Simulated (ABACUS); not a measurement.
Fe:

```
Fe
1.0
    -1.44300    1.44300    1.44300
     1.44300   -1.44300    1.44300
     1.44300    1.44300   -1.44300
Fe
1
Direct
  0.00000 0.00000 0.00000
```

Below is the output of ABACUS 3.10.1 for this cell. Logs are shortened: lines on timing, memory, paths and dates and some standing lists are left out, and cuts for length are marked.

```text
[... set-up lines left out ...]
 PW ALGORITHM --------------- ION=   1  ELEC=   1--------------------------------
 Notice: Threshold on eigenvalues was too large.
 hsover_error=0.16 > DRHO=0.034916
 Origin diag ethr = 0.01
 New diag ethr = 0.000218225
          total magnetism (Bohr mag/cell) = 2.36748
       absolute magnetism (Bohr mag/cell) = 2.38391
                        nelec for spin up = 9.18374
                      nelec for spin down = 6.81626

 Density error is 0.0350231009664
                          Error Threshold = 0.000218225168616
----------------------------------------------------------
     Energy           Rydberg                 eV
----------------------------------------------------------
 E_KohnSham     -260.3054695897      -3541.6376069856
 E_Harris       -261.4453876234      -3557.1469874969
 E_Fermi        1.2897558861         17.5480290798
----------------------------------------------------------

 PW ALGORITHM --------------- ION=   1  ELEC=   2--------------------------------
          total magnetism (Bohr mag/cell) = 2.14620060845
       absolute magnetism (Bohr mag/cell) = 2.30558561055
                        nelec for spin up = 9.07310030422
                      nelec for spin down = 6.92689969578
[... 107 lines left out ...]
 PW ALGORITHM --------------- ION=   1  ELEC=   9--------------------------------
          total magnetism (Bohr mag/cell) = 2.14794981937
       absolute magnetism (Bohr mag/cell) = 2.28371190253
                        nelec for spin up = 9.07397490969
                      nelec for spin down = 6.92602509031

 Density error is 1.96329395205e-10
                          Error Threshold = 8.34960649544e-11
----------------------------------------------------------
     Energy           Rydberg                 eV
----------------------------------------------------------
 E_KohnSham     -260.3161767076      -3541.7832847976
 E_KS(sigma->0) -260.3158906974      -3541.7793934301
 E_Harris       -260.3160814102      -3541.7819882111
 E_band         -17.0155196292       -231.5080213875
 E_one_elec     -105.5457061192      -1436.0230026552
 E_Hartree      63.0658361301        858.0547205031
 E_xc           -47.0094534117       -639.5964262650
 E_Ewald        -170.8262812864      -2324.2107936454
 E_entropy(-TS) -0.0005720203        -0.0077827351
 E_descf        0.0000000000         0.0000000000
 E_exx          0.0000000000         0.0000000000
 E_Fermi        1.2656528022         17.2200897993
----------------------------------------------------------

 charge density convergence is achieved
 final etot is -3541.7832848 eV
 EFERMI = 17.220089799 eV
The vacuum level is 16.722033736 eV

 STATE ENERGY(eV) AND OCCUPATIONS    NSPIN == 2
SPIN UP :
 1/47 kpoint (Cartesian) = 0.0000 0.0000 0.0000 (297 pws)
       1       -70.6306     0.00100000
       2       -36.5304     0.00100000
       3       -36.5304     0.00100000
       4       -36.5304     0.00100000
       5        9.11625     0.00100000
       6        15.0567     0.00100000
[... 12 lines left out ...]
      19        48.3865        0.00000
      20        48.3865        0.00000
[... 89 lines left out ...]
 6/47 kpoint (Cartesian) = 0.17325 0.17325 0.34650 (292 pws)
       1       -70.5678     0.00600000
       2       -36.8735     0.00600000
       3       -36.6470     0.00600000
       4       -36.5297     0.00600000
       5        12.5925     0.00600000
       6        14.0538     0.00600000
[... 12 lines left out ...]
      19        61.4776        0.00000
      20        64.4781        0.00000

[... levels at 88 further k points ...]

------------------------------------------------------------------------------------------
 TOTAL-FORCE (eV/Angstrom)
------------------------------------------------------------------------------------------
                       Fe1         0.0000000000         0.0000000000         0.0000000000
------------------------------------------------------------------------------------------

----------------------------------------------------------------
 TOTAL-STRESS (KBAR)
----------------------------------------------------------------
      -137.7845868626        -0.0000000000        -0.0000000000
        -0.0000000000      -137.7845868626         0.0000000000
         0.0000000000         0.0000000000      -137.7845868626
----------------------------------------------------------------
 TOTAL-PRESSURE: -137.784587 KBAR

 --------------------------------------------
 !FINAL_ETOT_IS -3541.7832847976010271 eV
 --------------------------------------------
```

What input gives this log?

Single point with BP86, collinear spin, ferromagnetic start. The files as run (others can give the same):

run_abacus.py
```python
"""ABACUS run from a structure file: ASE reads it, the script writes STRU, KPT and INPUT."""
import re
import subprocess
from ase.io import read
from ase.units import Bohr

atoms = read("Fe.xyz")
atoms = atoms[(-atoms.numbers).argsort(kind="stable")]  # ABACUS lists atoms element by element
pseudo = {'Fe': 'Fe.upf'}
orbital = {}
magmoms = [3.0]
kmesh = [10, 10, 10]
params = {
    'suffix': 'Fe',
    'calculation': 'scf',
    'basis_type': 'pw',
    'pseudo_dir': './',
    'symmetry': 1,
    'dft_functional': 'GGA_X_B88+GGA_C_P86',
    'ecutwfc': 90,
    'pseudo_rcut': 10,
    'nspin': 2,
    'nbands': 20,
    'ks_solver': 'dav',
    'smearing_method': 'fd',
    'smearing_sigma': 0.00367493,
    'scf_thr': 1e-08,
    'scf_nmax': 100,
    'mixing_type': 'broyden',
    'mixing_beta': 0.4,
    'cal_force': 1,
    'cal_stress': 1,
    'out_chg': 1,
    'out_pot': 2,
    'out_elf': 1,
}

symbols = atoms.get_chemical_symbols()
elements = list(dict.fromkeys(symbols))
lines = ["ATOMIC_SPECIES"] + [f"{e} {atoms.get_masses()[symbols.index(e)]:.4f} {pseudo[e]}" for e in elements]
if orbital:
    lines += ["", "NUMERICAL_ORBITAL"] + [orbital[e] for e in elements]
lines += ["", "LATTICE_CONSTANT", f"{1 / Bohr:.10f}", "", "LATTICE_VECTORS"]
lines += [" ".join(f"{x:.10f}" for x in v) for v in atoms.cell]
lines += ["", "ATOMIC_POSITIONS", "Direct"]
for e in elements:
    lines += ["", e, "0.0", str(symbols.count(e))]
    for i, p in enumerate(atoms.get_scaled_positions(wrap=False)):
        if symbols[i] == e:
            mag = "" if magmoms is None else " mag " + " ".join(str(x) for x in (magmoms[i] if isinstance(magmoms[i], list) else [magmoms[i]]))
            lines.append(" ".join(f"{x:.10f}" for x in p) + " 1 1 1" + mag)
open("STRU", "w").write("\n".join(lines) + "\n")
open("KPT", "w").write("K_POINTS\n0\nGamma\n%d %d %d 0 0 0\n" % tuple(kmesh))
open("INPUT", "w").write("INPUT_PARAMETERS\n" + "".join(f"{k:<20s}{v}\n" for k, v in params.items()))

done = subprocess.run(['mpirun', '-np', '4', 'abacus'])
if done.returncode:
    raise SystemExit(done.returncode)
log = open("OUT.Fe/running_scf.log").read()
print("final energy (eV):", re.findall(r"FINAL_ETOT_IS (\S+)", log))
```

Fe.xyz
```xyz
1
Lattice="-1.4430000000 1.4430000000 1.4430000000 1.4430000000 -1.4430000000 1.4430000000 1.4430000000 1.4430000000 -1.4430000000" Properties=species:S:1:pos:R:3 pbc="T T T"
Fe     0.0000000000      0.0000000000      0.0000000000
```

Potentials or basis: Ansatz NC PBE, plane waves.
Launch:
```bash
$ OMP_NUM_THREADS=1 python run_abacus.py > log
```
